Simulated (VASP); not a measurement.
# BP (F-43m) in VASP: a series of runs, part 3 of 3

VASP 6.6.1. Earlier steps stand in the parts before.

### 5 Elastic constants, PBEsol

This run uses another cell than the first one, of 11.55 Å³/atom, 0.991 times its volume.

POSCAR reads:

```
BP
1.0
    0.0000000000      2.2605516541      2.2605516541
    2.2605516541      0.0000000000      2.2605516541
    2.2605516541      2.2605516541      0.0000000000
  B               P
     1     1
Direct
     0.0000000000000000    0.0000000000000000    0.0000000000000000
     0.2500000000000000    0.2500000000000000    0.2500000000000000
```

INCAR.step1 reads:

```
PREC = Accurate
ENCUT = 600
EDIFF = 1E-8
ISMEAR = 0
SIGMA = 0.03
LREAL = F
LASPH = T
NELM = 80
ALGO = Fast
ISIF = 3
LWAVE = F
LCHARG = F
GGA = PS
IBRION = 2
NSW = 40
EDIFFG = -0.002
```

INCAR.step2 reads:

```
PREC = Accurate
ENCUT = 600
EDIFF = 1E-8
ISMEAR = 0
SIGMA = 0.03
LREAL = F
LASPH = T
NELM = 80
ALGO = Fast
ISIF = 3
LWAVE = F
LCHARG = F
GGA = PS
IBRION = 6
NFREE = 2
POTIM = 0.015
NSW = 1
```

KPOINTS reads:

```
Automatic mesh
0
Gamma
  10 10 10
```

Potentials or basis: VASP PAW PBE potentials, release 64 (B, P).

Launch:

```bash
$ cat potpaw_PBE.64/B/POTCAR potpaw_PBE.64/P/POTCAR > POTCAR
$ cp INCAR.step1 INCAR
$ mpirun -np 1 vasp_std > vasp.out
$ cp CONTCAR POSCAR
$ cp INCAR.step2 INCAR
$ mpirun -np 1 vasp_std > vasp.out
```

OUTCAR:

```text
PREC = Accurate
   ENCUT = 600
   EDIFF = 1E-8
   ISMEAR = 0
   LREAL = F
   LASPH = T
   NELM = 80
   ISIF = 3
   GGA = PS
   IBRION = 6
   NFREE = 2
   POTIM = 0.015
   NSW = 1

 ion  position               nearest neighbor table
   1  0.000  0.000  0.000-   2 1.96   2 1.96   2 1.96   2 1.96
   2  0.250  0.250  0.250-   1 1.96   1 1.96   1 1.96   1 1.96

  LATTYP: Found a face centered cubic cell.
 ALAT       =     4.5211033082

  Lattice vectors:

 A1 = (   0.0000000000,   2.2605516541,   2.2605516541)
 A2 = (   2.2605516541,   0.0000000000,   2.2605516541)
 A3 = (   2.2605516541,   2.2605516541,   0.0000000000)

Analysis of symmetry for initial positions (statically):
=====================================================================
 Subroutine PRICEL returns:
 Original cell was already a primitive cell.

 Routine SETGRP: Setting up the symmetry group for a
 face centered cubic supercell.

 Subroutine GETGRP returns: Found 24 space group operations
 (whereof 24 operations were pure point group operations)
 out of a pool of 48 trial point group operations.

The static configuration has the point symmetry T_d .

Analysis of symmetry for dynamics (positions and initial velocities):
=====================================================================
 Subroutine PRICEL returns:
 Original cell was already a primitive cell.

 Routine SETGRP: Setting up the symmetry group for a
 face centered cubic supercell.
[... 630 lines left out ...]
  in kB        0.0374135      0.3186506      0.3186506      0.0000000      8.3250188      0.0000000
  external PRESSURE =       0.2249049 kB  Pullay stress =       0.0000000 kB
[... 17 lines left out ...]
  FREE ENERGIE OF THE ION-ELECTRON SYSTEM (eV)
  ---------------------------------------------------
  free  energy   TOTEN  =       -13.6730882692 eV

  energy  without entropy=      -13.6730882692  energy(sigma->0) =      -13.67308827

 INTERNAL STRAIN TENSORS FROM STRAINED CELLS
 ============================================

 INTERNAL STRAIN TENSOR FOR ION    1 for displacements in x,y,z  (eV/Angst):
          X           Y           Z          XY          YZ          ZX
  --------------------------------------------------------------------------------
  x     0.00000     0.00000     0.00000    -0.00000     8.00174     0.00000
  y    -0.00000    -0.00000     0.00000    -0.00000     0.00000     8.00139
  z    -0.00000     0.00000    -0.00000     8.00146    -0.00000     0.00000

 INTERNAL STRAIN TENSORS FROM DISPLACED ATOMS
 ============================================

 INTERNAL STRAIN TENSOR FOR ION    1 for displacements in x,y,z  (eV/Angst):
          X           Y           Z          XY          YZ          ZX
  --------------------------------------------------------------------------------
  x    -0.00000    -0.00000    -0.00000     0.00000     8.00155     0.00000
  y    -0.00000     0.00000    -0.00000     0.00000     0.00000     8.00155
  z    -0.00000    -0.00000    -0.00000     8.00155     0.00000     0.00000

 INTERNAL STRAIN TENSOR FOR ION    2 for displacements in x,y,z  (eV/Angst):
          X           Y           Z          XY          YZ          ZX
  --------------------------------------------------------------------------------
  x     0.00000    -0.00000    -0.00000     0.00000    -8.00010     0.00000
  y    -0.00000    -0.00000    -0.00000     0.00000     0.00000    -8.00010
  z    -0.00000    -0.00000     0.00000    -8.00010     0.00000     0.00000

 Eigenvectors and eigenvalues of the dynamical matrix
 ----------------------------------------------------

   1 f  =   24.290136 THz   152.619426 2PiTHz  810.231724 cm-1   100.455886 meV
             X         Y         Z           dx          dy          dz
      0.000000  0.000000  0.000000    -0.860954    0.000000    0.000000
      1.130276  1.130276  1.130276     0.508684    0.000000    0.000000
[... 21 lines left out ...]
   6 f/i=    0.000824 THz     0.005179 2PiTHz    0.027493 cm-1     0.003409 meV
             X         Y         Z           dx          dy          dz
      0.000000  0.000000  0.000000     0.000000   -0.508684    0.000000
      1.130276  1.130276  1.130276     0.000000   -0.860954    0.000000

--------------------------------------------------------------------------------------------------------

 ELASTIC MODULI CONTR FROM IONIC RELAXATION (kBar)
 Direction    XX          YY          ZZ          XY          YZ          ZX
 --------------------------------------------------------------------------------
 XX          -0.0000     -0.0000      0.0000     -0.0000      0.0000     -0.0000
 YY          -0.0000     -0.0000     -0.0000     -0.0000     -0.0000     -0.0000
 ZZ           0.0000     -0.0000     -0.0000      0.0000     -0.0000     -0.0000
 XY          -0.0000     -0.0000      0.0000   -229.4506      0.0000      0.0000
 YZ           0.0000     -0.0000     -0.0000      0.0000   -229.4506      0.0000
 ZX          -0.0000     -0.0000     -0.0000      0.0000      0.0000   -229.4506
 --------------------------------------------------------------------------------

 TOTAL ELASTIC MODULI (kBar)
 Direction    XX          YY          ZZ          XY          YZ          ZX
 --------------------------------------------------------------------------------
 XX        3462.1503    808.5968    808.5968      0.0000      0.0000     -0.0000
 YY         808.5968   3462.1503    808.5968     -0.0000     -0.0000     -0.0000
 ZZ         808.5968    808.5968   3462.1503      0.0000     -0.0000     -0.0000
 XY           0.0000     -0.0000      0.0000   1882.8633      0.0000      0.0000
 YZ           0.0000     -0.0000     -0.0000      0.0000   1882.8633      0.0000
 ZX          -0.0000     -0.0000     -0.0000      0.0000      0.0000   1882.8633
 --------------------------------------------------------------------------------
```

OSZICAR.step1:

```text
N       E                     dE             d eps       ncg     rms          rms(c)
DAV:   1     0.116715491335E+02    0.11672E+02   -0.44050E+03   752   0.101E+03
DAV:   2    -0.141089265713E+02   -0.25780E+02   -0.24297E+02  1144   0.117E+02
DAV:   3    -0.144069539063E+02   -0.29803E+00   -0.29803E+00   888   0.167E+01
DAV:   4    -0.144076602921E+02   -0.70639E-03   -0.70639E-03  1200   0.877E-01
DAV:   5    -0.144076606283E+02   -0.33615E-06   -0.33611E-06   904   0.141E-02    0.713E+00
RMM:   6    -0.137835660353E+02    0.62409E+00   -0.53576E-01   752   0.514E+00    0.375E+00
RMM:   7    -0.136848848713E+02    0.98681E-01   -0.24928E-01   752   0.351E+00    0.123E+00
RMM:   8    -0.136754909434E+02    0.93939E-02   -0.27979E-02   752   0.156E+00    0.170E-01
RMM:   9    -0.136751909954E+02    0.29995E-03   -0.43643E-03   752   0.583E-01    0.666E-02
RMM:  10    -0.136752565238E+02   -0.65528E-04   -0.63471E-04   752   0.244E-01    0.483E-02
RMM:  11    -0.136752630252E+02   -0.65014E-05   -0.10645E-04   752   0.101E-01    0.275E-02
RMM:  12    -0.136752654933E+02   -0.24681E-05   -0.16680E-05   752   0.404E-02    0.818E-03
RMM:  13    -0.136752649462E+02    0.54711E-06   -0.59769E-06   752   0.212E-02    0.284E-03
RMM:  14    -0.136752650521E+02   -0.10591E-06   -0.11339E-06   752   0.957E-03    0.157E-03
RMM:  15    -0.136752650868E+02   -0.34677E-07   -0.23373E-07   745   0.436E-03    0.242E-04
RMM:  16    -0.136752650765E+02    0.10292E-07   -0.46903E-08   673   0.191E-03    0.514E-04
RMM:  17    -0.136752650735E+02    0.29928E-08   -0.11636E-08   566   0.909E-04
   1 F= -.13675265E+02 E0= -.13675265E+02  d E =-.136753E+02
```

Run time: 14 min. Hardware: 1 thread of Intel Xeon Platinum 8375C at 2.90GHz (Ice Lake), shared host; peak memory 0.28 GiB.

Results:

```yaml
Elastic_constants_C11_C12_C44: 346, 81, 188 GPa
Voigt_bulk_modulus: 169 GPa
Highest_phonon_frequency_at_Γ_LO-TO_splitting_left_out: 810 cm⁻¹
```

Phonon frequencies in cm⁻¹ (negative: imaginary):
```tsv
q point	frequencies
(0.000, 0.000, 0.000)	0 0 0 810 810 810
```

Elastic tensor in Voigt notation (GPa, in the Cartesian axes of the cell as first typed):
```
346  81  81   0   0   0
 81 346  81   0   0   0
 81  81 346   0   0   0
  0   0   0 188   0   0
  0   0   0   0 188   0
  0   0   0   0   0 188
```

Clamped-ion elastic tensor (GPa):
```
346  81  81   0   0   0
 81 346  81   0   0   0
 81  81 346   0   0   0
  0   0   0 211   0   0
  0   0   0   0 211   0
  0   0   0   0   0 211
```

Caveat: the PAW data sets were made with another functional, which shifts forces and pressure a little.

### 6 Phonons, PBE

This run uses another cell than the first one, of 11.75 Å³/atom, 1.008 times its volume.

POSCAR reads:

```
BP
1.0
    0.0000000000      2.2731332140      2.2731332140
    2.2731332140      0.0000000000      2.2731332140
    2.2731332140      2.2731332140      0.0000000000
  B               P
     1     1
Direct
     0.0000000000000000    0.0000000000000000    0.0000000000000000
     0.2500000000000000    0.2500000000000000    0.2500000000000000
```

INCAR.step1 reads:

```
SYSTEM = BP
  PREC = Accurate
  ENCUT = 600
  EDIFF = 1E-8
  ISMEAR = 0
  SIGMA = 0.03
  LREAL = .FALSE.
  LASPH = .TRUE.
  NELM = 80
  ALGO = Normal
  ISIF = 3
  LWAVE = .FALSE.
  LCHARG = .FALSE.
  GGA = PE
  IBRION = 2
  NSW = 40
  EDIFFG = -0.002
```

INCAR.step2 reads:

```
SYSTEM = BP
  PREC = Accurate
  ENCUT = 600
  EDIFF = 1E-8
  ISMEAR = 0
  SIGMA = 0.03
  LREAL = .FALSE.
  LASPH = .TRUE.
  NELM = 80
  ALGO = Normal
  ISIF = 2
  LWAVE = .FALSE.
  LCHARG = .FALSE.
  GGA = PE
  IBRION = 6
  NFREE = 2
  POTIM = 0.015
  NSW = 1
```

KPOINTS reads:

```
regular mesh
0
G
  10 10 10
  0 0 0
```

Potentials or basis: VASP PAW PBE potentials, release 64 (B, P).

Launch:

```bash
$ cat potpaw_PBE.64/B/POTCAR potpaw_PBE.64/P/POTCAR > POTCAR
$ cp INCAR.step1 INCAR
$ mpirun -np 1 vasp_std > vasp.out
$ cp CONTCAR POSCAR
$ cp INCAR.step2 INCAR
$ mpirun -np 1 vasp_std > vasp.out
```

OUTCAR:

```text
SYSTEM = BP
   PREC = Accurate
   ENCUT = 600
   EDIFF = 1E-8
   ISMEAR = 0
   LREAL = .FALSE.
   LASPH = .TRUE.
   NELM = 80
   ISIF = 2
   GGA = PE
   IBRION = 6
   NFREE = 2
   POTIM = 0.015
   NSW = 1

 ion  position               nearest neighbor table
   1  0.000  0.000  0.000-   2 1.97   2 1.97   2 1.97   2 1.97
   2  0.250  0.250  0.250-   1 1.97   1 1.97   1 1.97   1 1.97

  LATTYP: Found a face centered cubic cell.
 ALAT       =     4.5462664280

  Lattice vectors:

 A1 = (   0.0000000000,   2.2731332140,   2.2731332140)
 A2 = (   2.2731332140,   0.0000000000,   2.2731332140)
 A3 = (   2.2731332140,   2.2731332140,   0.0000000000)

Analysis of symmetry for initial positions (statically):
=====================================================================
 Subroutine PRICEL returns:
 Original cell was already a primitive cell.

 Routine SETGRP: Setting up the symmetry group for a
 face centered cubic supercell.

 Subroutine GETGRP returns: Found 24 space group operations
 (whereof 24 operations were pure point group operations)
 out of a pool of 48 trial point group operations.

The static configuration has the point symmetry T_d .

Analysis of symmetry for dynamics (positions and initial velocities):
=====================================================================
 Subroutine PRICEL returns:
 Original cell was already a primitive cell.

 Routine SETGRP: Setting up the symmetry group for a
 face centered cubic supercell.

 Subroutine GETGRP returns: Found 24 space group operations
 (whereof 24 operations were pure point group operations)
 out of a pool of 48 trial point group operations.

The dynamic configuration has the point symmetry T_d .

 Subroutine INISYM returns: Found 24 space group operations
 (whereof 24 operations are pure point group operations),
 and found     1 'primitive' translations

----------------------------------------------------------------------------------------

                                     Primitive cell

  volume of cell :      23.4912

  direct lattice vectors                    reciprocal lattice vectors
     0.000000000  2.273133214  2.273133214    -0.219960712  0.219960712  0.219960712
     2.273133214  0.000000000  2.273133214     0.219960712 -0.219960712  0.219960712
     2.273133214  2.273133214  0.000000000     0.219960712  0.219960712 -0.219960712

  length of vectors
     3.214695820  3.214695820  3.214695820     0.380983129  0.380983129  0.380983129

  position of ions in fractional coordinates (direct lattice)
     0.000000000  0.000000000  0.000000000
     0.250000000  0.250000000  0.250000000

  ion indices of the primitive-cell ions
   primitive index   ion index
                 1           1
                 2           2

[... 108 lines left out ...]
 NGX is ok and might be reduce to    28
   NGX = 13   NGY = 13   NGZ = 13

--------------------------------------- Ionic step        1  -------------------------------------------

 number of electron       8.0000000 magnetization

 Free energy of the ion-electron system (eV)
  ---------------------------------------------------
  ext. energy  EPLUGINS =         0.00000000
  ---------------------------------------------------
  free energy    TOTEN  =       -12.93248610 eV

  energy without entropy =      -12.93248610  energy(sigma->0) =      -12.93248610

------------------------ aborting loop because EDIFF is reached ----------------------------------------

  FORCE on cell =-STRESS in cart. coord.  units (eV):
  Direction    XX          YY          ZZ          XY          YZ          ZX
  --------------------------------------------------------------------------------------
  -------------------------------------------------------------------------------------
  Total        0.0010667      0.0010667      0.0010667      0.0000000     -0.0000000      0.0000000
  in kB        0.0727523      0.0727523      0.0727523      0.0000000     -0.0000000      0.0000000
  external PRESSURE =       0.0727523 kB  Pullay stress =       0.0000000 kB
[... 131 lines left out ...]
--------------------------------------- Ionic step        5  -------------------------------------------

 number of electron       8.0000000 magnetization

 Free energy of the ion-electron system (eV)
  ---------------------------------------------------
  ext. energy  EPLUGINS =         0.00000000
  ---------------------------------------------------
  free energy    TOTEN  =       -12.93036663 eV

  energy without entropy =      -12.93036663  energy(sigma->0) =      -12.93036663

 E-fermi :   7.6218     XC(G=0): -10.8837

 val. band max:        7.4836647517   @ k =   0.0000   0.0000   0.0000
 cond. band min:       8.6127911951   @ k =   0.0000   0.4000   0.4000
 fundamental gap:      1.1291264433
 Fermi energy:         7.6217852186

 k-point     1 :       0.0000    0.0000    0.0000
  band No.  band energies     occupation
      1      -8.0437      2.00000
      2       7.2522      2.00000
      3       7.3690      2.00000
      4       7.4837      2.00000
      5      10.6829      0.00000
      6      10.7592      0.00000
      7      10.8386      0.00000
      8      14.6587      0.00000
[... 243 lines left out ...]
 k-point    24 :       0.4000    0.3000    0.0000
  band No.  band energies     occupation
      1      -5.1169      2.00000
      2       1.1924      2.00000
      3       3.3713      2.00000
      4       3.8691      2.00000
      5       9.1777      0.00000
      6      10.9929      0.00000
      7      16.8064      0.00000
      8      16.8538      0.00000

 [... further k-points ...]

------------------------ aborting loop because EDIFF is reached ----------------------------------------

  FORCE on cell =-STRESS in cart. coord.  units (eV):
  Direction    XX          YY          ZZ          XY          YZ          ZX
  --------------------------------------------------------------------------------------
  -------------------------------------------------------------------------------------
  Total        0.0014602      0.0051411      0.0051411      0.0000000      0.1058081      0.0000000
  in kB        0.0995921      0.3506403      0.3506403      0.0000000      7.2164700      0.0000000
  external PRESSURE =       0.2669576 kB  Pullay stress =       0.0000000 kB
[... 17 lines left out ...]
  FREE ENERGIE OF THE ION-ELECTRON SYSTEM (eV)
  ---------------------------------------------------
  free  energy   TOTEN  =       -12.9303666292 eV

  energy  without entropy=      -12.9303666292  energy(sigma->0) =      -12.93036663

 INTERNAL STRAIN TENSORS FROM DISPLACED ATOMS
 ============================================

 INTERNAL STRAIN TENSOR FOR ION    1 for displacements in x,y,z  (eV/Angst):
          X           Y           Z          XY          YZ          ZX
  --------------------------------------------------------------------------------
  x     0.00000    -0.00000    -0.00000     0.00000     7.06484     0.00000
  y     0.00000    -0.00000     0.00000     0.00000     0.00000     7.06484
  z    -0.00000    -0.00000     0.00000     7.06484     0.00000     0.00000

 INTERNAL STRAIN TENSOR FOR ION    2 for displacements in x,y,z  (eV/Angst):
          X           Y           Z          XY          YZ          ZX
  --------------------------------------------------------------------------------
  x     0.00000     0.00000     0.00000     0.00000    -7.05700     0.00000
  y     0.00000     0.00000     0.00000     0.00000     0.00000    -7.05700
  z     0.00000     0.00000     0.00000    -7.05700     0.00000     0.00000

 Eigenvectors and eigenvalues of the dynamical matrix
 ----------------------------------------------------

   1 f  =   23.969652 THz   150.605768 2PiTHz  799.541541 cm-1    99.130472 meV
             X         Y         Z           dx          dy          dz
      0.000000  0.000000  0.000000    -0.860980    0.000000    0.000000
      1.136567  1.136567  1.136567     0.508639    0.000000    0.000000
[... 21 lines left out ...]
   6 f/i=    0.000415 THz     0.002610 2PiTHz    0.013859 cm-1     0.001718 meV
             X         Y         Z           dx          dy          dz
      0.000000  0.000000  0.000000     0.000000    0.000000   -0.508639
      1.136567  1.136567  1.136567     0.000000    0.000000   -0.860980

 ELASTIC MODULI CONTR FROM IONIC RELAXATION (kBar)
 Direction    XX          YY          ZZ          XY          YZ          ZX
 --------------------------------------------------------------------------------
 XX          -0.0000      0.0000      0.0000      0.0000     -0.0000     -0.0000
 YY           0.0000     -0.0000      0.0000      0.0000      0.0000      0.0000
 ZZ           0.0000      0.0000     -0.0000     -0.0000      0.0000     -0.0000
 XY           0.0000      0.0000     -0.0000   -180.4977      0.0000      0.0000
 YZ          -0.0000      0.0000      0.0000      0.0000   -180.4977      0.0000
 ZX          -0.0000      0.0000     -0.0000      0.0000      0.0000   -180.4977
 --------------------------------------------------------------------------------
```

Wall time 1.7 min (1 thread of Intel Xeon Platinum 8259CL at 2.50GHz (Skylake/Cascade Lake), shared host); peak memory 0.2 GiB.

Results:

```yaml
Highest_phonon_frequency_at_Γ_LO-TO_splitting_left_out: 800 cm⁻¹
```

Phonon frequencies in cm⁻¹ (negative: imaginary):
| q point | frequencies |
| --- | --- |
| (0.000, 0.000, 0.000) | 0 0 0 800 800 800 |
